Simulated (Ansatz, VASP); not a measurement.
# Two plane-wave programs on HgH5

```
CELL_PARAMETERS angstrom
4.08587 0.00000 0.00000
-2.04294 3.53847 0.00000
0.00000 0.00000 2.82417
ATOMIC_POSITIONS crystal
Hg 0.00000 0.00000 0.00000
H 0.00000 0.50000 0.50000
H 0.33333 0.66667 0.00000
H 0.66667 0.33333 0.00000
H 0.50000 0.00000 0.50000
H 0.50000 0.50000 0.50000
```

Change from the starting cell: species swapped into the LaCu5 type (P6/mmm, No. 191).

Alike in both runs: task relaxation of cell and atoms; functional PBE; k mesh 12 × 12 × 14; occupations gaussian, width 0.1 eV; no spin polarisation.

|  | VASP | Ansatz |
| --- | --- | --- |
| version | VASP 6.6.1 | Ansatz 0.2.0 |
| potentials or method | VASP PAW PBE potentials, release 64 (Hg, H) | scalar-relativistic, plane waves, PAW |
| plane-wave cutoff (eV) | 600 | 420 |
| valence electrons in the cell | 17 | 25 |

|  | VASP | Ansatz | Ansatz less VASP |
| --- | --- | --- | --- |
| gap on the k mesh at the Fermi level, each at its own relaxed structure (eV) | none | none | - |
| relaxed volume (Å³/atom) | 6.89 | 6.84 | -0.050 |
| relaxed cell length with the largest relative difference (Å) | 2.778 | 2.769 | -0.0097 |

A gap of «none» marks a metal or a gap that the smearing closes. The two sets of potentials don't hold the same shells in valence.

Spin-orbit coupling is left out, which matters for the levels of Hg.
